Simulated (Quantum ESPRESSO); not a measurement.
**Te under changes of volume**

One of the cells (33.925 Å³/atom); the others are scaled copies at fixed shape and fractional positions:

```
CELL_PARAMETERS angstrom
4.45400 0.00000 0.00000
-2.22700 3.85728 0.00000
0.00000 0.00000 5.92400
ATOMIC_POSITIONS crystal
Te 0.73100 0.73100 0.00000
Te 0.00000 0.26900 0.66667
Te 0.26900 0.00000 0.33333
```

```yaml
Program: Quantum ESPRESSO 7.5
Functional: LDA
Potentials_or_basis: GBRV 1.5 LDA
Cutoff: 612 eV
Density_cutoff: 4898 eV
k_mesh: 7 × 7 × 5
Occupations: fermi-dirac, width 0.05 eV
Spin: no spin polarisation
```

```csv
volume (Å³/atom),energy over the lowest point (meV/atom),pressure (GPa),gap on the mesh (eV)
31.890,?,?,?
32.568,0.00,0.2,0.56
33.247,1.55,-0.9,0.56
33.925,7.52,-1.9,0.57
34.604,17.44,-2.8,0.57
35.282,30.83,-3.6,0.58
35.961,47.33,-4.2,0.58
```

What does the run at 31.890 Å³/atom give?

Energy over the lowest point 3.40 meV/atom; pressure 1.4 GPa; gap on the mesh 0.55 eV.

Worked out: A Birch-Murnaghan fit of order 3 (a polynomial in V^(-2/3)) to the other rows has its minimum at 32.68 Å³/atom with B0 = V·E''(V) = 56 GPa and B' = 4.8 at fixed shape and positions, which overstates the stiffness. It gives 3.45 meV/atom at 31.890 Å³/atom, against the run's 3.40, and -dE/dV = 1.5 GPa, against 1.4. A straight line through the other rows of the gap, of slope 0.231 eV per unit of ln V, extrapolates to 0.55 eV, against the run's 0.55.

Energies are extrapolated to zero smearing.

Caveats: spin-orbit coupling is left out, which moves the levels of the heavy elements; an odd mesh through Γ misses points on the zone boundary, where band edges often lie.
